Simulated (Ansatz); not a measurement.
The system is AlAu.

```xyz
2
Lattice="3.2239 0.0000 0.0000 0.0000 3.2239 0.0000 0.0000 0.0000 3.2239" Properties=species:S:1:pos:R:3 pbc="T T T"
Au    1.6120    1.6120    1.6120
Al    0.0000    0.0000    0.0000
```

The cell comes from a database or a generator and needn't be the stable form of this composition.

Base run:

| Quantity | Value |
| --- | --- |
| Program | Ansatz 0.2.0 |
| Functional | PBEsol |
| Potentials or basis | Ansatz PAW |
| Cutoff | 420 eV |
| Density cutoff | 1680 eV |
| k mesh | 8 × 8 × 8 |
| Occupations | fermi-dirac, width 0.05 eV |
| Spin | no spin polarisation |

Its results: band gap on the k mesh none (metal or under the smearing width); pressure -5.2 GPa.

**Question.** The run is repeated on the same cell with these changes: k mesh from 8 × 8 × 8 to 5 × 5 × 5. What comes out?

**Answer.** Band gap on the k mesh none (metal or under the smearing width); pressure -3.4 GPa.

Caveats: some runs use coarse meshes; the PAW data sets come from PBE, with cores solved anew for the run's functional, which leaves a small shift of forces and pressure; the density of states is complete only up to the lowest level of the last band computed (some runs).

Not every run made on this cell is shown here.
